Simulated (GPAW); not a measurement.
Here is a GPAW 26.7.0 calculation.

Contents of run.py:

```python
from ase import Atoms
from ase.dft.bandgap import bandgap
from ase.io import write
from ase.units import GPa
from gpaw import GPAW, PW

atoms = Atoms(['Cd', 'S'],
              cell=[[0.0, 2.753244, 2.753244],
                    [2.753244, 0.0, 2.753244],
                    [2.753244, 2.753244, 0.0]],
              scaled_positions=[[0.0, 0.0, 0.0],
                                [0.5, 0.5, 0.5]],
              pbc=True)

calc = GPAW(mode=PW(450),
            xc='PBE',
            kpts={'size': (7, 7, 7), 'gamma': True},
            occupations={'name': 'fermi-dirac', 'width': 0.05},
            nbands=18,
            maxiter=120,
            txt='gpaw.txt')
atoms.calc = calc
energy = atoms.get_potential_energy()
forces = atoms.get_forces()
stress = atoms.get_stress()
calc.write('gs.gpw')
write('result.traj', atoms)
print(f'Energy: {energy:.6f} eV')
print('Forces (eV/A):')
print(forces.round(4))
print('Stress (GPa):', (stress / GPa).round(3))
print('Fermi level:', round(calc.get_fermi_level(), 4), 'eV')
print(f'Gap: {bandgap(calc)[0]:.4f} eV, direct: {bandgap(calc, direct=True)[0]:.4f} eV')
```

Potentials or basis: GPAW PAW data sets (gpaw-data 1.2.1), pw.

Command:

```sh
$ OMP_NUM_THREADS=1 python run.py
```

Problem. Estimate the pressure.

Solution. -1.7 GPa.

Problem. Estimate the band gap on the k mesh.

Solution. 0.50 eV, indirect (least direct gap 1.55 eV).

Caveat: the cutoff is short for stress and forces, so pressures can be off by a GPa or more; an odd mesh through Γ misses points on the zone boundary, where band edges often lie.
